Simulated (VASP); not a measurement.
# PbS (Galena) (Fm-3m) in VASP: notebook

The runs below take PbS (Galena) through relaxation of the atoms, with PBEsol.

Program: VASP 6.6.1. These are calculated values, not measurements. Logs are shortened: lines on timing, memory, paths and dates and some standing lists are left out, and cuts for length are marked.

## Step 1: The undisturbed crystal

Symmetry: Fm-3m, No. 225, cubic system. Conventional cell: a = 5.931 Å, b = 5.931 Å, c = 5.931 Å, α = 90.00°, β = 90.00°, γ = 90.00°. Around Pb (site symmetry m-3m) lie 6 S at 2.97 Å. S (site symmetry m-3m) has 6 Pb at 2.97 Å as nearest neighbours.

## Step 2: Relaxation of the atoms, PBEsol (a relaxed cell with its volume scaled by 1.02)

INCAR reads:

```
PREC = Accurate ; ENCUT = 600
EDIFF = 1E-7 ; ISMEAR = 0
SIGMA = 0.03 ; LREAL = F
LASPH = T ; NELM = 80
ALGO = Normal ; ISIF = 2
LWAVE = F ; LCHARG = F
GGA = PS ; IBRION = 2
NSW = 40 ; EDIFFG = -0.01
```

KPOINTS reads:

```
Automatic mesh
0
Gamma
  8 8 8
```

POSCAR reads:

```
PbS                                     
1.0
    0.0000000000      2.9712974391      2.9712974391
    2.9712974391      0.0000000000      2.9712974391
    2.9712974391      2.9712974391      0.0000000000
  Pb              S             
     1     1
Direct
     0.0000000000000000    0.0000000000000000    0.0000000000000000
     0.5000000000000000    0.5000000000000000    0.5000000000000000
```

Potentials or basis: VASP PAW PBE potentials, release 64 (Pb_d, S).

Command:

```
> cat potpaw_PBE.64/Pb_d/POTCAR potpaw_PBE.64/S/POTCAR > POTCAR
> mpirun -np 1 vasp_std > vasp.out
```

OUTCAR:

```text
PREC = Accurate
   ENCUT = 600
   EDIFF = 1E-7
   ISMEAR = 0
   LREAL = F
   LASPH = T
   NELM = 80
   ISIF = 2
   GGA = PS
   IBRION = 2
   NSW = 40
   EDIFFG = -0.01

 ion  position               nearest neighbor table
   1  0.000  0.000  0.000-   2 2.97   2 2.97   2 2.97   2 2.97   2 2.97   2 2.97
   2  0.500  0.500  0.500-   1 2.97   1 2.97   1 2.97   1 2.97   1 2.97   1 2.97

  LATTYP: Found a face centered cubic cell.
 ALAT       =     5.9425948782

  Lattice vectors:

 A1 = (   0.0000000000,   2.9712974391,   2.9712974391)
 A2 = (   2.9712974391,   0.0000000000,   2.9712974391)
 A3 = (   2.9712974391,   2.9712974391,   0.0000000000)

Analysis of symmetry for initial positions (statically):
=====================================================================
 Subroutine PRICEL returns:
 Original cell was already a primitive cell.

 Routine SETGRP: Setting up the symmetry group for a
 face centered cubic supercell.

 Subroutine GETGRP returns: Found 48 space group operations
 (whereof 48 operations were pure point group operations)
 out of a pool of 48 trial point group operations.

The static configuration has the point symmetry O_h .

Analysis of symmetry for dynamics (positions and initial velocities):
=====================================================================
 Subroutine PRICEL returns:
 Original cell was already a primitive cell.

 Routine SETGRP: Setting up the symmetry group for a
 face centered cubic supercell.

 Subroutine GETGRP returns: Found 48 space group operations
 (whereof 48 operations were pure point group operations)
 out of a pool of 48 trial point group operations.

The dynamic configuration has the point symmetry O_h .

 Subroutine INISYM returns: Found 48 space group operations
 (whereof 48 operations are pure point group operations),
 and found     1 'primitive' translations

----------------------------------------------------------------------------------------

                                     Primitive cell

  volume of cell :      52.4648

  direct lattice vectors                    reciprocal lattice vectors
     0.000000000  2.971297439  2.971297439    -0.168276657  0.168276657  0.168276657
     2.971297439  0.000000000  2.971297439     0.168276657 -0.168276657  0.168276657
     2.971297439  2.971297439  0.000000000     0.168276657  0.168276657 -0.168276657

  length of vectors
     4.202049136  4.202049136  4.202049136     0.291463720  0.291463720  0.291463720

  position of ions in fractional coordinates (direct lattice)
     0.000000000  0.000000000  0.000000000
     0.500000000  0.500000000  0.500000000

  ion indices of the primitive-cell ions
   primitive index   ion index
                 1           1
                 2           2

----------------------------------------------------------------------------------------

 KPOINTS: Automatic mesh

Automatic generation of k-mesh.
 Grid dimensions read from file:
 generate k-points for:    8    8    8

 Generating k-lattice:

  Cartesian coordinates                     Fractional coordinates (reciprocal lattice)
    -0.021034582  0.021034582  0.021034582     0.125000000  0.000000000  0.000000000
     0.021034582 -0.021034582  0.021034582     0.000000000  0.125000000  0.000000000
     0.021034582  0.021034582 -0.021034582     0.000000000  0.000000000  0.125000000

  Length of vectors
     0.036432965  0.036432965  0.036432965

  Shift w.r.t. Gamma in fractional coordinates (k-lattice)
     0.000000000  0.000000000  0.000000000

 Subroutine IBZKPT returns following result:
 ===========================================

 Found     29 irreducible k-points:

 Following reciprocal coordinates:
            Coordinates               Weight
  0.000000  0.000000  0.000000      1.000000
  0.125000  0.000000  0.000000      8.000000
  0.250000  0.000000  0.000000      8.000000
  0.375000  0.000000  0.000000      8.000000
  0.500000  0.000000  0.000000      4.000000
  0.125000  0.125000  0.000000      6.000000
[... 16 lines left out ...]
  0.500000  0.250000  0.125000     48.000000
 -0.375000  0.250000  0.125000     24.000000
 [... further k-points ...]
   k-points           NKPTS =     29   k-points in BZ     NKDIM =     29   number of bands    NBANDS=     14
   number of dos      NEDOS =    301   number of ions     NIONS =      2
   total plane-waves  NPLWV =  46656
   dimension x,y,z NGX =    36 NGY =   36 NGZ =   36
   dimension x,y,z NGXF=    72 NGYF=   72 NGZF=   72
   ions per type =               1   1
   NGX,Y,Z   is equivalent  to a cutoff of  14.24, 14.24, 14.24 a.u.
   NGXF,Y,Z  is equivalent  to a cutoff of  28.49, 28.49, 28.49 a.u.
 SYSTEM =  unknown system
   PREC   = accura    normal or accurate (medium, high low for compatibility)
   ISTART =      0    job   : 0-new  1-cont  2-samecut
   ICHARG =      2    charge: 1-file 2-atom 10-const
   ISPIN  =      1    spin polarized calculation?
   LNONCOLLINEAR =      F non collinear calculations
   LSORBIT =      F    spin-orbit coupling
   LASPH  =      T    aspherical Exc in radial PAW
   ENCUT  =  600.0 eV  44.10 Ry    6.64 a.u.   8.39  8.39  8.39*2*pi/ulx,y,z
   NELM   =     80;   NELMIN=  2; NELMDL= -5     # of ELM steps
   EDIFF  = 0.1E-06   stopping-criterion for ELM
   LREAL  =      F    real-space projection
   EDIFFG = -.1E-01   stopping-criterion for IOM
   NSW    =     40    number of steps for IOM
   IBRION =      2    ionic relax: 0-MD 1-quasi-New 2-CG
   NFREE  =      1    steps in history (QN), initial steepest desc. (CG)
   ISIF   =      2    stress and relaxation
   ISYM   =      2    0-nonsym 1-usesym 2-fastsym
   POTIM  = 0.5000    time-step for ionic-motion
   TEBEG  =    0.0;   TEEND  =   0.0 temperature during run
   PSTRESS=    0.0 pullay stress
   NELECT =      20.0000    total number of electrons
   NUPDOWN=      -1.0000    fix difference up-down
   EMIN   =  10.00;   EMAX   =-10.00  energy-range for DOS
   EFERMI =   0.00;   METHOD = LEGACY
   ISMEAR =     0;   SIGMA  =   0.03  broadening in eV -4-tet -1-fermi 0-gaus
   EFERMI_NEDOS =   21; number of points for ismear=-14 and -15
   IALGO  =     38    algorithm
   IMIX   =      4    mixing-type and parameters
     AMIX     =   0.40;   BMIX     =  1.00
     AMIX_MAG =   1.60;   BMIX_MAG =  1.00
  volume/ion in A,a.u.               =      26.23       177.03
  Fermi-wavevector in a.u.,A,eV,Ry     =   1.187031  2.243163 19.171186  1.409042
  Thomas-Fermi vector in A             =   2.323191
   LORBIT       =      0    0 simple, 1 ext, 2 COOP (PROOUT), +10 PAW based schemes
   GGA     = PS    functional components
   LHFCALC =     F    Hartree Fock is set to
   AEXX    =    0.0000 exact exchange contribution
   IVDW    =     0    specifies the selected vdW correction
   LEPSILON=     F    determine dielectric tensor
   LRPA    =     F    only Hartree local field effects (RPA)
 conjugate gradient relaxation of ions
 non-spin polarized calculation
 Gauss-broadening in eV      SIGMA  =   0.03
  energy-cutoff  :      600.00
  volume of cell :       52.46
 maximum number of plane-waves:      1807
 NGX is ok and might be reduce to    36
   NGX = 17   NGY = 17   NGZ = 17

 number of electron      20.0000001 magnetization

 Free energy of the ion-electron system (eV)
  ---------------------------------------------------
  ext. energy  EPLUGINS =         0.00000000
  ---------------------------------------------------
  free energy    TOTEN  =        -9.45415882 eV

  energy without entropy =       -9.45415882  energy(sigma->0) =       -9.45415882

 E-fermi :   5.7516     XC(G=0):  -9.8611

 val. band max:        5.6075645707   @ k =   0.5000   0.0000   0.0000
 cond. band min:       5.8830513099   @ k =   0.5000   0.0000   0.0000
 fundamental gap:      0.2754867392
 Fermi energy:         5.7516190023

 k-point     1 :       0.0000    0.0000    0.0000
  band No.  band energies     occupation
      1     -11.1191      2.00000
      2     -11.1191      2.00000
      3     -11.1191      2.00000
      4     -11.1057      2.00000
      5     -11.1057      2.00000
      6      -7.9383      2.00000
      7      -0.4539      2.00000
      8       3.4716      2.00000
      9       3.4716      2.00000
     10       3.4716      2.00000
     11      10.7582      0.00000
     12      10.7582      0.00000
     13      10.7582      0.00000
     14      12.2724      0.00000

 k-point     2 :       0.1250    0.0000    0.0000
  band No.  band energies     occupation
      1     -11.1184      2.00000
      2     -11.1167      2.00000
      3     -11.1167      2.00000
      4     -11.1059      2.00000
      5     -11.1059      2.00000
      6      -7.8045      2.00000
      7      -0.8994      2.00000
      8       3.5130      2.00000
      9       3.5130      2.00000
     10       3.7999      2.00000
     11       9.5210      0.00000
     12       9.9816      0.00000
     13       9.9816      0.00000
     14      12.1852      0.00000

 k-point     3 :       0.2500    0.0000    0.0000
  band No.  band energies     occupation
      1     -11.1242      2.00000
      2     -11.1242      2.00000
      3     -11.1172      2.00000
      4     -11.0930      2.00000
      5     -11.0930      2.00000
      6      -7.4322      2.00000
      7      -1.8618      2.00000
      8       3.6311      2.00000
      9       3.6311      2.00000
     10       4.4416      2.00000
     11       7.8891      0.00000
     12       8.7760      0.00000
     13       8.7760      0.00000
     14      12.3431      0.00000

 k-point     4 :       0.3750    0.0000    0.0000
  band No.  band energies     occupation
      1     -11.1344      2.00000
      2     -11.1344      2.00000
      3     -11.1164      2.00000
      4     -11.0772      2.00000
      5     -11.0772      2.00000
      6      -6.9468      2.00000
      7      -2.8153      2.00000
      8       3.7846      2.00000
      9       3.7846      2.00000
     10       5.0689      2.00000
     11       6.6402      0.00000
     12       7.8651      0.00000
     13       7.8651      0.00000
     14      13.1932      0.00000

 k-point     5 :       0.5000    0.0000    0.0000
  band No.  band energies     occupation
      1     -11.1388      2.00000
      2     -11.1388      2.00000
      3     -11.1162      2.00000
      4     -11.0705      2.00000
      5     -11.0705      2.00000
      6      -6.6835      2.00000
      7      -3.2505      2.00000
      8       3.8633      2.00000
      9       3.8633      2.00000
     10       5.6076      2.00000
     11       5.8831      0.00000
[... 276 lines left out ...]
 k-point    22 :       0.3750    0.2500    0.1250
  band No.  band energies     occupation
      1     -11.1540      2.00000
      2     -11.1229      2.00000
      3     -11.1112      2.00000
      4     -11.0900      2.00000
      5     -11.0816      2.00000
      6      -7.1094      2.00000
      7      -2.0566      2.00000
      8       2.5161      2.00000
      9       3.4034      2.00000
     10       4.3243      2.00000
     11       7.5464      0.00000
     12       8.9603      0.00000
     13       9.7365      0.00000
     14      11.8500      0.00000

 k-point    23 :       0.5000    0.2500    0.1250
  band No.  band energies     occupation
      1     -11.1693      2.00000
      2     -11.1190      2.00000
      3     -11.1126      2.00000
      4     -11.0852      2.00000
      5     -11.0740      2.00000
      6      -6.6768      2.00000
      7      -2.6106      2.00000
      8       2.1838      2.00000
      9       2.9652      2.00000
     10       4.4484      2.00000
     11       7.3765      0.00000
     12       8.7744      0.00000
     13       9.6548      0.00000
     14      12.5810      0.00000

 k-point    24 :      -0.3750    0.2500    0.1250
  band No.  band energies     occupation
      1     -11.1749      2.00000
      2     -11.1222      2.00000
      3     -11.1037      2.00000
      4     -11.0901      2.00000
      5     -11.0691      2.00000
      6      -6.4568      2.00000
      7      -2.8857      2.00000
      8       2.1760      2.00000
      9       2.6019      2.00000
     10       4.6324      2.00000
     11       7.0962      0.00000
     12       8.9671      0.00000
     13       9.5934      0.00000
     14      13.5160      0.00000

 [... further k-points ...]
[... 5 lines left out ...]
  --------------------------------------------------------------------------------------
  -------------------------------------------------------------------------------------
  Total       -0.3752729     -0.3752729     -0.3752729      0.0000000      0.0000000      0.0000000
  in kB      -11.4601273    -11.4601273    -11.4601273      0.0000000      0.0000000      0.0000000
  external PRESSURE =     -11.4601273 kB  Pullay stress =       0.0000000 kB

 VOLUME and BASIS-vectors are now :
 -----------------------------------------------------------------------------
  energy-cutoff  :      600.00
  volume of cell :       52.46
      direct lattice vectors                 reciprocal lattice vectors
     0.000000000  2.971297439  2.971297439    -0.168276657  0.168276657  0.168276657
     2.971297439  0.000000000  2.971297439     0.168276657 -0.168276657  0.168276657
     2.971297439  2.971297439  0.000000000     0.168276657  0.168276657 -0.168276657

 POSITION                                       TOTAL-FORCE (eV/Angst)
 -----------------------------------------------------------------------------------
      0.00000      0.00000      0.00000        -0.000000     -0.000000     -0.000000
      2.97130      2.97130      2.97130         0.000000      0.000000      0.000000
 -----------------------------------------------------------------------------------
    total drift:                                0.000000      0.000000      0.000000

  FREE ENERGIE OF THE ION-ELECTRON SYSTEM (eV)
  ---------------------------------------------------
  free  energy   TOTEN  =        -9.4541588241 eV

  energy  without entropy=       -9.4541588241  energy(sigma->0) =       -9.45415882

 reached required accuracy - stopping structural energy minimisation
```

Run time: 16 s. Hardware: 1 thread of Intel Xeon 6975P-C (Granite Rapids), shared host; peak memory 0.21 GiB.

Results:

```
Free energy             : -9.4542 eV
Pressure after relaxing : -1.1 GPa
Band gap on the k mesh  : 0.28 eV, direct
```

Final structure:
```
Pb S
1.0
     0.00000    2.97130    2.97130
     2.97130    0.00000    2.97130
     2.97130    2.97130    0.00000
Pb S
1 1
Direct
  0.00000 0.00000 0.00000
  0.50000 0.50000 0.50000
```

Caveat: the relaxation stopped at its first step, so nothing moved; the PAW data sets were made with another functional, which shifts forces and pressure a little; spin-orbit coupling is left out, which as a rule narrows the gap of such compounds by several tenths of an eV. A k mesh can miss the band edges.

(Part 1 of 3 ends here.)
